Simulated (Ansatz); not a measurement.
**Ruthenium, hcp under r²SCAN: testing the cold (Marzari-Vanderbilt) smearing, part 1 of 2**

Aim: find which cold (Marzari-Vanderbilt) smearing width is enough for energy and pressure. The geometry was relaxed under r²SCAN beforehand and stays fixed; 7 values are run, from 0.01 to 1.0 eV. Wanted are the values from which on the energy stays within 10 and 1 meV/atom, and the pressure within 0.5 GPa, of the narrowest run. Within the series other settings stay, but some runs also write fields, which adds to their time. Spin polarisation is left out.

Program: Ansatz 0.2.0. Level of theory: DFT r²SCAN, plane waves with PAW, scalar-relativistic. These are calculated values, not measurements.

### Step 1. The system as given

The structure is hexagonal, space group P6_3/mmc (No. 194). Conventional cell: a = 2.706 Å, b = 2.706 Å, c = 4.258 Å, α = 90.00°, β = 90.00°, γ = 120.00°. Ru (site symmetry -6m2) is surrounded by 12 Ru at 2.64 to 2.71 Å.

Coordinates:

```xyz
2
Lattice="2.7059 0.0000 0.0000 -1.3530 2.3434 0.0000 0.0000 0.0000 4.2579" Properties=species:S:1:pos:R:3 pbc="T T T"
Ru    0.0000    1.5623    1.0645
Ru    1.3530    0.7811    3.1934
```

### Step 2. Run at 0.01 eV

The run at 0.01 eV.

Input file input.yaml:

```yaml
crystal:
  lattice:
    - [2.7059477279, 0.0, 0.0]
    - [-1.3529738639, 2.3434194737, 0.0]
    - [0.0, 0.0, 4.2579056513]
  atoms:
    - { symbol: Ru, position: [0.3333333333, 0.6666666667, 0.25] }
    - { symbol: Ru, position: [0.6666666667, 0.3333333333, 0.75] }
hamiltonian:
  xc: r2scan
  pseudopotentials:
    kind: paw
    azcp:
      Ru: "pseudopotentials/Ru.paw.azcp"
basis:
  ecutwfc: 500
  fft_grid_basis: typed
kpoints:
  mp_grid: { grid: [13, 13, 8], shift: [0, 0, 0] }
magnetization:
  spin_polarized: false
scf:
  occupations: { method: cold, width: 0.01 }
  lower_state_search: "off"
output:
  stress: true
  write_density: true
  write_potential: true
  elf: true
  volumetric_format: npy
```

Run with:

```
> ansatz run input.yaml --threads 2 --pin off --max-ram 5120MiB --backend cpu --events-out ev --progress --plain --runs-dir out
```

Output:

```text
Warning: RAYON_NUM_THREADS=2 ignored (pool sized by the plan → 2); use --threads N
Engine: ansatz 0.2.0, x86_64-unknown-linux-gnu
Pseudopotentials: kind: paw
Pseudopotential: Ru, paw, valence charge 16, recommended cutoff 500 eV (meta_gga), <dir>
Functional definition: r2SCAN
  parameter k0 = 0.174
  parameter k1 = 0.065
  parameter a1 = 4.9479
  exchange = r2scan_x(k0 = k0, k1 = k1, a1 = a1)
  correlation = r2scan_c
Crystal: 2 atoms, lattice volume = 27.000 Å³
Basis set: ecut = 500 eV, 687 PW (Γ), exchange–correlation on 80×80×128 points (64 copies of the dense FFT grid, shifted against one another)
Bands: 20, of which v1, the nominal top of the filled ones, is band 16 counted from 1 (15 counted from 0)
Symmetry: 24 space group operations
Space group: P63/mmc (ITA 194), of the structure as read, at distance tolerance 3.0e-5 Å
k-points: 105 of 1352
Non-local potential: Ru, projectors of the file, l = 0: 3, l = 1: 2, l = 2: 2, l = 3: 1
PAW form: soft (Blöchl's): semilocal exchange-correlation on the pseudo side does not see the compensation charge
PAW frozen core: Ru, regenerated for the run's functional (the file was generated under x = pbe(κ = 0.804, μ = 0.2195149727645171), c = pbe(β = 0.06672455060314922))
PAW one-centre angular grid: Ru, 590 points (default); XC on 160 Gauss nodes
Initial density: superposition of atomic densities (neutral atoms: chi_scale 0, normalization atom), corrected by the library's trained network
Initial wavefunctions: pseudopotential atomic-orbital guess
Functional: x = r2scan, c = r2scan; τ floored in thin density (d = 2e-4 eV/Å³)
SCF iter   1: F=—  HF=-11781.385825 eV  |F-HF|=—  |Δ(HF+E_count)|=         —  Δρ=1.11e-2  dr2=1.02e-2  dr2_τ=1.44e-2  ethr=1.77e-3  ⟨swp⟩=5.8  Hψ=8632  notcnv=0
preconditioner: auto → none  [insulator: Δε(μ)=0.029 eV  Ē_g=6.149 eV  σ=0.010 eV  W_gap=0.58  n_scr=8 (ndim 8)  ℏωp=28.6 eV  f_vac=0.000  D(μ)=3.64/eV (n_scr^D=54)  ε∞_Penn≈22.6]
SCF iter   2: F=—  HF=-11781.407895 eV  |F-HF|=—  |Δ(HF+E_count)|=   2.21e-2  S|Δr|=    0.00e0  Δρ=5.13e-3  dr2=1.85e-3  dr2_τ=2.60e-4  ethr=3.18e-5  ⟨swp⟩=2.1  Hψ=5005  notcnv=0  defer=36
SCF iter   3: F=—  HF=-11781.409890 eV  |F-HF|=—  |Δ(HF+E_count)|=   1.99e-3  S|Δr|=    0.00e0  Δρ=2.28e-3  dr2=3.18e-4  dr2_τ=5.53e-5  ethr=5.78e-6  ⟨swp⟩=2.0  Hψ=3288  notcnv=0  defer=36
SCF iter   4: F=—  HF=-11781.410495 eV  |F-HF|=—  |Δ(HF+E_count)|=   6.05e-4  S|Δr|=    0.00e0  Δρ=1.76e-4  dr2=2.97e-6  dr2_τ=5.09e-7  ethr=9.95e-7  ⟨swp⟩=3.0  Hψ=4128  notcnv=0  defer=36
SCF iter   5: F=—  HF=-11781.410501 eV  |F-HF|=—  |Δ(HF+E_count)|=   5.69e-6  S|Δr|=    0.00e0  Δρ=4.99e-5  dr2=2.61e-7  dr2_τ=2.57e-8  ethr=9.29e-9  ⟨swp⟩=2.8  Hψ=3599  notcnv=0  defer=36
SCF iter   6: F=-11781.410502 eV  HF=-11781.410502 eV  |F-HF|=1.69e-9  |Δ(HF+E_count)|=   9.35e-7  S|Δr|=    0.00e0  Δρ=8.80e-6  dr2=1.13e-8  dr2_τ=1.38e-9  ethr=3.13e-10  ⟨swp⟩=11.0  Hψ=15515  notcnv=0
SCF 1 converged in 6 iterations: F = -11781.410502 eV  dr2 = 1.13e-8
SCF converged after 6 iterations
Stability not checked: this state was not tested for a lower state beside it, because cold or Methfessel-Paxton smearing, or corrected tetrahedra, fill the levels in a way that the test cannot read (fill_not_monotonic; see scf.lower_state_search)
Free energy (F): -11781.410502 eV
Harris-Foulkes:  -11781.410502 eV  (|F-HF|=1.69e-9)
Internal energy: -11781.410464 eV  (E = F + TS)
E sigma→0 (E₀):  -11781.410489 eV
Entropy (-TS):   -0.000038 eV (-0.019 meV/atom)
Fermi energy:    23.600287 eV
--- Per-component energies (eV) ---
  E_band       = -133.544520
  E_kinetic    = 1028.583238
  E_local      = -2501.790033  (includes V_loc(G=0)·N_el)
  E_nonlocal   = 685.572494
  E_hartree    = 803.621539
  E_xc         = -368.650631
  E_vxc        = -534.092528  (∫ρ·V_xc dr)
  E_paw        = -6957.706727  (= ΣΔE_a)
  E_vpaw       = -456.647695  (= ΣTr[D̂ρ^β])
  E_aug_tail   = 0.000198  (compensation charges beyond the density's cutoff)
  E_vtau       = 37.583046  (kinetic-family band-sum trace: ∫τ·v_τ [+ j·A + Jᵃ·Aᵃ] dr)
  E_ewald      = -4470.418630
  E_core_change = -0.621911  (= ΣΔE_core)
  E_smearing   = -0.000038  (= −TS)
  E_closure    = -0.000000  (closes the sum)
  Σ components = -11781.410502   (vs F -11781.410502, Δ=0.00e0)
--- Stress (GPa, compression-positive) ---
       -0.072719      -0.000000      -0.000000
        0.000000      -0.072719      -0.000000
       -0.000000      -0.000000      -0.502970
  P = ⅓ Tr σ = -0.2161 GPa (-2.161 kbar)
--- Band table (eV; the first three rows and the last of 105) ---
  k-point 0: bands = ["-51.7994", "-51.5654", "-21.5505", "-20.5341", "-20.5341", "-20.3435", "-20.3435", "-20.2856", "15.1963", "17.0280", "20.8247", "20.8247", "21.0738", "21.5454", "21.5454", "22.0328", "22.0328", "24.7915", "24.7915", "24.9835"]
  k-point 1: bands = ["-51.7906", "-51.5745", "-21.5045", "-20.5269", "-20.5269", "-20.3508", "-20.3508", "-20.3362", "15.3819", "17.0918", "20.7107", "20.7107", "20.9801", "21.4343", "21.4343", "22.2936", "22.2936", "24.3806", "24.8030", "24.8030"]
  k-point 2: bands = ["-51.7656", "-51.6002", "-21.3729", "-20.5064", "-20.5064", "-20.4792", "-20.3716", "-20.3716", "15.9029", "17.2513", "20.5567", "20.5567", "20.7494", "21.1659", "21.1659", "22.8649", "22.8649", "23.0393", "24.7648", "24.7648"]
  k-point 104: bands = ["-51.5537", "-51.5537", "-21.2954", "-21.2954", "-20.9722", "-20.9722", "-20.5026", "-20.5026", "18.4787", "18.4787", "19.3429", "19.3429", "20.6717", "20.6717", "22.3082", "22.3082", "24.8946", "24.8946", "31.7796", "31.7796"]
```

Wall time 1.9 s (2 threads of Intel Xeon 6975P-C (Granite Rapids), shared host); peak memory 0.42 GiB.

### Step 3. Run at 0.03 eV

The run at 0.03 eV.

Edit input.yaml of step 2 so:

```diff
@@ -22,3 +22,3 @@
 scf:
-  occupations: { method: cold, width: 0.01 }
+  occupations: { method: cold, width: 0.03 }
   lower_state_search: "off"
@@ -26,5 +26 @@
   stress: true
-  write_density: true
-  write_potential: true
-  elf: true
-  volumetric_format: npy
```

Run with:

```
> ansatz run input.yaml --threads 2 --pin off --max-ram 5120MiB --backend cpu --events-out ev --progress --plain --runs-dir out
```

Output:

```text
Warning: RAYON_NUM_THREADS=2 ignored (pool sized by the plan → 2); use --threads N
[... 9 set-up lines as earlier in the session ...]
Crystal: 2 atoms, lattice volume = 27.000 Å³
Basis set: ecut = 500 eV, 687 PW (Γ), exchange–correlation on 80×80×128 points (64 copies of the dense FFT grid, shifted against one another)
Bands: 20, of which v1, the nominal top of the filled ones, is band 16 counted from 1 (15 counted from 0)
[... 2 set-up lines as earlier in the session ...]
k-points: 105 of 1352
[... 7 set-up lines as earlier in the session ...]
SCF iter   1: F=—  HF=-11781.385998 eV  |F-HF|=—  |Δ(HF+E_count)|=         —  Δρ=1.11e-2  dr2=1.02e-2  dr2_τ=1.44e-2  ethr=1.77e-3  ⟨swp⟩=5.6  Hψ=8666  notcnv=0
preconditioner: auto → none  [insulator: Δε(μ)=0.029 eV  Ē_g=6.149 eV  σ=0.030 eV  W_gap=0.51  n_scr=8 (ndim 8)  ℏωp=28.6 eV  f_vac=0.000  D(μ)=1.51/eV (n_scr^D=22)  ε∞_Penn≈22.6]
SCF iter   2: F=—  HF=-11781.407994 eV  |F-HF|=—  |Δ(HF+E_count)|=   2.20e-2  S|Δr|=    0.00e0  Δρ=5.11e-3  dr2=1.83e-3  dr2_τ=2.59e-4  ethr=3.19e-5  ⟨swp⟩=2.0  Hψ=4999  notcnv=0  defer=33
SCF iter   3: F=—  HF=-11781.410009 eV  |F-HF|=—  |Δ(HF+E_count)|=   2.02e-3  S|Δr|=    0.00e0  Δρ=2.23e-3  dr2=3.09e-4  dr2_τ=5.60e-5  ethr=5.71e-6  ⟨swp⟩=2.0  Hψ=3100  notcnv=0  defer=33
SCF iter   4: F=—  HF=-11781.410594 eV  |F-HF|=—  |Δ(HF+E_count)|=   5.84e-4  S|Δr|=    0.00e0  Δρ=1.80e-4  dr2=3.08e-6  dr2_τ=5.24e-7  ethr=9.65e-7  ⟨swp⟩=3.0  Hψ=3781  notcnv=0  defer=33
SCF iter   5: F=—  HF=-11781.410599 eV  |F-HF|=—  |Δ(HF+E_count)|=   5.60e-6  S|Δr|=    0.00e0  Δρ=5.10e-5  dr2=2.67e-7  dr2_τ=2.86e-8  ethr=9.61e-9  ⟨swp⟩=2.8  Hψ=3597  notcnv=0  defer=33
SCF iter   6: F=-11781.410600 eV  HF=-11781.410600 eV  |F-HF|=1.55e-9  |Δ(HF+E_count)|=   9.60e-7  S|Δr|=    0.00e0  Δρ=8.18e-6  dr2=9.62e-9  dr2_τ=1.30e-9  ethr=3.13e-10  ⟨swp⟩=5.0  Hψ=8313  notcnv=0
SCF 1 converged in 6 iterations: F = -11781.410600 eV  dr2 = 9.62e-9
SCF converged after 6 iterations
Stability not checked: this state was not tested for a lower state beside it, because cold or Methfessel-Paxton smearing, or corrected tetrahedra, fill the levels in a way that the test cannot read (fill_not_monotonic; see scf.lower_state_search)
Free energy (F): -11781.410600 eV
Harris-Foulkes:  -11781.410600 eV  (|F-HF|=1.55e-9)
Internal energy: -11781.410496 eV  (E = F + TS)
E sigma→0 (E₀):  -11781.410565 eV
Entropy (-TS):   -0.000104 eV (-0.052 meV/atom)
Fermi energy:    23.605511 eV
--- Per-component energies (eV) ---
  E_band       = -133.554245
  E_kinetic    = 1028.577616
  E_local      = -2501.772706  (includes V_loc(G=0)·N_el)
  E_nonlocal   = 685.569020
  E_hartree    = 803.610845
  E_xc         = -368.650074
  E_vxc        = -534.091813  (∫ρ·V_xc dr)
  E_paw        = -6957.704854  (= ΣΔE_a)
  E_vpaw       = -456.644653  (= ΣTr[D̂ρ^β])
  E_aug_tail   = 0.000198  (compensation charges beyond the density's cutoff)
  E_vtau       = 37.582998  (kinetic-family band-sum trace: ∫τ·v_τ [+ j·A + Jᵃ·Aᵃ] dr)
  E_ewald      = -4470.418630
  E_core_change = -0.621911  (= ΣΔE_core)
  E_smearing   = -0.000104  (= −TS)
  E_closure    = 0.000000  (closes the sum)
  Σ components = -11781.410600   (vs F -11781.410600, Δ=0.00e0)
--- Stress (GPa, compression-positive) ---
       -0.068680       0.000000      -0.000000
       -0.000000      -0.068680      -0.000000
       -0.000000      -0.000000      -0.518605
  P = ⅓ Tr σ = -0.2187 GPa (-2.187 kbar)
```

It took 1.4 s on 2 threads of Intel Xeon 6975P-C (Granite Rapids), shared host; peak memory 0.42 GiB.

### Step 4. Run at 0.1 eV

The run at 0.1 eV.

Edit input.yaml of step 3 so:

```diff
@@ -22,3 +22,3 @@
 scf:
-  occupations: { method: cold, width: 0.03 }
+  occupations: { method: cold, width: 0.1 }
   lower_state_search: "off"
```

Run with:

```
> ansatz run input.yaml --threads 2 --pin off --max-ram 5120MiB --backend cpu --events-out ev --progress --plain --runs-dir out
```

Output:

```text
Warning: RAYON_NUM_THREADS=2 ignored (pool sized by the plan → 2); use --threads N
[... 9 set-up lines as earlier in the session ...]
Crystal: 2 atoms, lattice volume = 27.000 Å³
Basis set: ecut = 500 eV, 687 PW (Γ), exchange–correlation on 80×80×128 points (64 copies of the dense FFT grid, shifted against one another)
Bands: 20, of which v1, the nominal top of the filled ones, is band 16 counted from 1 (15 counted from 0)
[... 2 set-up lines as earlier in the session ...]
k-points: 105 of 1352
[... 7 set-up lines as earlier in the session ...]
SCF iter   1: F=—  HF=-11781.385724 eV  |F-HF|=—  |Δ(HF+E_count)|=         —  Δρ=1.11e-2  dr2=1.03e-2  dr2_τ=1.44e-2  ethr=1.77e-3  ⟨swp⟩=5.0  Hψ=8460  notcnv=0
preconditioner: auto → none  [metal: Δε(μ)=0.005 eV  Ē_g=6.145 eV  σ=0.100 eV  W_gap=0.03  n_scr=8 (ndim 8)  ℏωp=28.6 eV  f_vac=0.000  D(μ)=1.32/eV (n_scr^D=10)  sad-step TF]
SCF iter   2: F=—  HF=-11781.407008 eV  |F-HF|=—  |Δ(HF+E_count)|=   2.13e-2  S|Δr|=    0.00e0  Δρ=6.11e-3  dr2=2.49e-3  dr2_τ=1.97e-4  ethr=3.22e-5  ⟨swp⟩=2.0  Hψ=4823  notcnv=0  defer=13
SCF iter   3: F=—  HF=-11781.410082 eV  |F-HF|=—  |Δ(HF+E_count)|=   3.07e-3  S|Δr|=    0.00e0  Δρ=1.20e-3  dr2=2.18e-4  dr2_τ=3.92e-5  ethr=7.79e-6  ⟨swp⟩=2.0  Hψ=2928  notcnv=0  defer=13
SCF iter   4: F=—  HF=-11781.410219 eV  |F-HF|=—  |Δ(HF+E_count)|=   1.37e-4  S|Δr|=    0.00e0  Δρ=2.80e-4  dr2=1.04e-5  dr2_τ=1.69e-6  ethr=6.82e-7  ⟨swp⟩=2.1  Hψ=3469  notcnv=0  defer=13
SCF iter   5: F=—  HF=-11781.410249 eV  |F-HF|=—  |Δ(HF+E_count)|=   3.00e-5  S|Δr|=    0.00e0  Δρ=7.38e-5  dr2=4.82e-7  dr2_τ=1.80e-7  ethr=3.25e-8  ⟨swp⟩=2.0  Hψ=3744  notcnv=0  defer=13
SCF iter   6: F=-11781.410250 eV  HF=-11781.410250 eV  |F-HF|=1.69e-8  |Δ(HF+E_count)|=   1.06e-6  S|Δr|=    0.00e0  Δρ=1.40e-5  dr2=1.92e-8  dr2_τ=3.86e-9  ethr=3.13e-10  ⟨swp⟩=5.0  Hψ=8400  notcnv=0
SCF 1 converged in 6 iterations: F = -11781.410250 eV  dr2 = 1.92e-8
SCF converged after 6 iterations
Stability not checked: this state was not tested for a lower state beside it, because cold or Methfessel-Paxton smearing, or corrected tetrahedra, fill the levels in a way that the test cannot read (fill_not_monotonic; see scf.lower_state_search)
Free energy (F): -11781.410250 eV
Harris-Foulkes:  -11781.410250 eV  (|F-HF|=1.69e-8)
Internal energy: -11781.410383 eV  (E = F + TS)
E sigma→0 (E₀):  -11781.410294 eV
Entropy (-TS):   0.000133 eV (0.066 meV/atom)
Fermi energy:    23.604009 eV
--- Per-component energies (eV) ---
  E_band       = -133.523265
  E_kinetic    = 1028.596372
  E_local      = -2501.831256  (includes V_loc(G=0)·N_el)
  E_nonlocal   = 685.581137
  E_hartree    = 803.646251
  E_xc         = -368.651255
  E_vxc        = -534.093897  (∫ρ·V_xc dr)
  E_paw        = -6957.711289  (= ΣΔE_a)
  E_vpaw       = -456.655397  (= ΣTr[D̂ρ^β])
  E_aug_tail   = 0.000198  (compensation charges beyond the density's cutoff)
  E_vtau       = 37.583527  (kinetic-family band-sum trace: ∫τ·v_τ [+ j·A + Jᵃ·Aᵃ] dr)
  E_ewald      = -4470.418630
  E_core_change = -0.621911  (= ΣΔE_core)
  E_smearing   = 0.000133  (= −TS)
  E_closure    = -0.000000  (closes the sum)
  Σ components = -11781.410250   (vs F -11781.410250, Δ=0.00e0)
--- Stress (GPa, compression-positive) ---
       -0.135040       0.000000      -0.000000
        0.000000      -0.135040      -0.000000
       -0.000000      -0.000000      -0.431575
  P = ⅓ Tr σ = -0.2339 GPa (-2.339 kbar)
```

Run time: 1.4 s. Hardware: 2 threads of Intel Xeon 6975P-C (Granite Rapids), shared host; peak memory 0.42 GiB.

### Step 5. Run at 0.2 eV

The run at 0.2 eV.

Edit input.yaml of step 4 so:

```diff
@@ -22,3 +22,3 @@
 scf:
-  occupations: { method: cold, width: 0.1 }
+  occupations: { method: cold, width: 0.2 }
   lower_state_search: "off"
```

Run with:

```
> ansatz run input.yaml --threads 2 --pin off --max-ram 5120MiB --backend cpu --events-out ev --progress --plain --runs-dir out
```

Output:

```text
Warning: RAYON_NUM_THREADS=2 ignored (pool sized by the plan → 2); use --threads N
[... 9 set-up lines as earlier in the session ...]
Crystal: 2 atoms, lattice volume = 27.000 Å³
Basis set: ecut = 500 eV, 687 PW (Γ), exchange–correlation on 80×80×128 points (64 copies of the dense FFT grid, shifted against one another)
Bands: 20, of which v1, the nominal top of the filled ones, is band 16 counted from 1 (15 counted from 0)
[... 2 set-up lines as earlier in the session ...]
k-points: 105 of 1352
[... 7 set-up lines as earlier in the session ...]
SCF iter   1: F=—  HF=-11781.386239 eV  |F-HF|=—  |Δ(HF+E_count)|=         —  Δρ=1.10e-2  dr2=1.02e-2  dr2_τ=1.44e-2  ethr=1.77e-3  ⟨swp⟩=4.9  Hψ=8176  notcnv=0
preconditioner: auto → none  [metal: Δε(μ)=0.005 eV  Ē_g=6.145 eV  σ=0.200 eV  W_gap=0.02  n_scr=8 (ndim 8)  ℏωp=28.6 eV  f_vac=0.000  D(μ)=1.46/eV (n_scr^D=22)  sad-step TF]
SCF iter   2: F=—  HF=-11781.407481 eV  |F-HF|=—  |Δ(HF+E_count)|=   2.12e-2  S|Δr|=    0.00e0  Δρ=6.08e-3  dr2=2.48e-3  dr2_τ=1.97e-4  ethr=3.20e-5  ⟨swp⟩=2.0  Hψ=4590  notcnv=0
SCF iter   3: F=—  HF=-11781.410560 eV  |F-HF|=—  |Δ(HF+E_count)|=   3.08e-3  S|Δr|=    0.00e0  Δρ=1.18e-3  dr2=2.11e-4  dr2_τ=3.80e-5  ethr=7.74e-6  ⟨swp⟩=2.0  Hψ=2937  notcnv=0
SCF iter   4: F=—  HF=-11781.410699 eV  |F-HF|=—  |Δ(HF+E_count)|=   1.39e-4  S|Δr|=    0.00e0  Δρ=2.76e-4  dr2=1.01e-5  dr2_τ=1.64e-6  ethr=6.58e-7  ⟨swp⟩=2.2  Hψ=3555  notcnv=0
SCF iter   5: F=—  HF=-11781.410729 eV  |F-HF|=—  |Δ(HF+E_count)|=   3.04e-5  S|Δr|=    0.00e0  Δρ=7.29e-5  dr2=4.64e-7  dr2_τ=1.80e-7  ethr=3.15e-8  ⟨swp⟩=2.0  Hψ=3746  notcnv=0
SCF iter   6: F=-11781.410730 eV  HF=-11781.410730 eV  |F-HF|=1.62e-8  |Δ(HF+E_count)|=   1.03e-6  S|Δr|=    0.00e0  Δρ=1.37e-5  dr2=1.82e-8  dr2_τ=3.54e-9  ethr=3.13e-10  ⟨swp⟩=5.0  Hψ=8443  notcnv=0
SCF 1 converged in 6 iterations: F = -11781.410730 eV  dr2 = 1.82e-8
SCF converged after 6 iterations
Stability not checked: this state was not tested for a lower state beside it, because cold or Methfessel-Paxton smearing, or corrected tetrahedra, fill the levels in a way that the test cannot read (fill_not_monotonic; see scf.lower_state_search)
Free energy (F): -11781.410730 eV
Harris-Foulkes:  -11781.410730 eV  (|F-HF|=1.62e-8)
Internal energy: -11781.409346 eV  (E = F + TS)
E sigma→0 (E₀):  -11781.410269 eV
Entropy (-TS):   -0.001384 eV (-0.692 meV/atom)
Fermi energy:    23.599940 eV
--- Per-component energies (eV) ---
  E_band       = -133.529362
  E_kinetic    = 1028.591455
  E_local      = -2501.817672  (includes V_loc(G=0)·N_el)
  E_nonlocal   = 685.579606
  E_hartree    = 803.637843
  E_xc         = -368.650343
  E_vxc        = -534.092584  (∫ρ·V_xc dr)
  E_paw        = -6957.709893  (= ΣΔE_a)
  E_vpaw       = -456.652713  (= ΣTr[D̂ρ^β])
  E_aug_tail   = 0.000198  (compensation charges beyond the density's cutoff)
  E_vtau       = 37.583380  (kinetic-family band-sum trace: ∫τ·v_τ [+ j·A + Jᵃ·Aᵃ] dr)
  E_ewald      = -4470.418630
  E_core_change = -0.621911  (= ΣΔE_core)
  E_smearing   = -0.001384  (= −TS)
  E_closure    = -0.000000  (closes the sum)
  Σ components = -11781.410730   (vs F -11781.410730, Δ=0.00e0)
--- Stress (GPa, compression-positive) ---
       -0.083981       0.000000      -0.000000
       -0.000000      -0.083981      -0.000000
       -0.000000      -0.000000      -0.506952
  P = ⅓ Tr σ = -0.2250 GPa (-2.250 kbar)
```

Wall time 1.4 s (2 threads of Intel Xeon 6975P-C (Granite Rapids), shared host); peak memory 0.42 GiB.

(Continued in part 2 of 2.)
